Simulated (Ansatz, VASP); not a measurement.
# Rb: VASP beside Ansatz

The input POSCAR:

```
Rb
1.0
    0.0000000000      3.6877837166      3.6877837166
    3.6877837166      0.0000000000      3.6877837166
    3.6877837166      3.6877837166      0.0000000000
Rb
1
Direct
    0.0000000000      0.0000000000      0.0000000000
```

File INCAR.step1:

```
SYSTEM = Rb
  ALGO = Normal
  EDIFF = 1E-4
  ENCUT = 520
  GGA = PE
  ISMEAR = 0
  LASPH = .True.
  LCHARG = .False.
  LREAL = .False.
  LWAVE = .True.
  NBANDS = 10
  NELM = 100
  PREC = Accurate
  SIGMA = 0.15
```

INCAR.step2

```
SYSTEM = Rb
  ALGO = Normal
  EDIFF = 1E-6
  ENCUT = 520
  ISIF = 2
  ISMEAR = 0
  ISTART = 1
  LASPH = .True.
  LCHARG = .False.
  LMIXTAU = .True.
  LREAL = .False.
  LWAVE = .False.
  METAGGA = R2SCAN
  NBANDS = 10
  NELM = 100
  PREC = Accurate
  SIGMA = 0.15
```

KPOINTS

```
k-points
0
Gamma
  6 6 6
  0 0 0
```

Input for Ansatz:

```yaml
crystal:
  lattice:
    - [0.0, 3.687783716574006, 3.687783716574006]
    - [3.687783716574006, 0.0, 3.687783716574006]
    - [3.687783716574006, 3.687783716574006, 0.0]
  atoms:
    - { symbol: Rb, position: [0.0, 0.0, 0.0] }
basis:
  ecutwfc: 550.0
kpoints:
  mp_grid:
    grid: [6, 6, 6]
hamiltonian:
  xc: r2scan
scf:
  n_extra_bands: 12
  occupations:
    method: gaussian
    width: 0.15
output:
  stress: true
```

This isn't the form of Rb at room conditions, which is bcc.

Alike in both runs: task single point; functional r2SCAN; k mesh 6 × 6 × 6; occupations gaussian, width 0.15 eV; no spin polarisation.

|  | VASP | Ansatz |
| --- | --- | --- |
| version | VASP 6.6.1 | Ansatz 0.2.0 |
| potentials or method | VASP PAW PBE potentials, release 64 (Rb_sv) | plane waves, PAW |
| plane-wave cutoff (eV) | 520 | 550 |
| valence electrons in the cell | 9 | 9 |

```tsv
	VASP	Ansatz	Ansatz less VASP
pressure (GPa)	-0.1	-0.1	0.00
```

Caveats: the PAW data sets were made with another functional, which shifts forces and pressure a little (VASP).
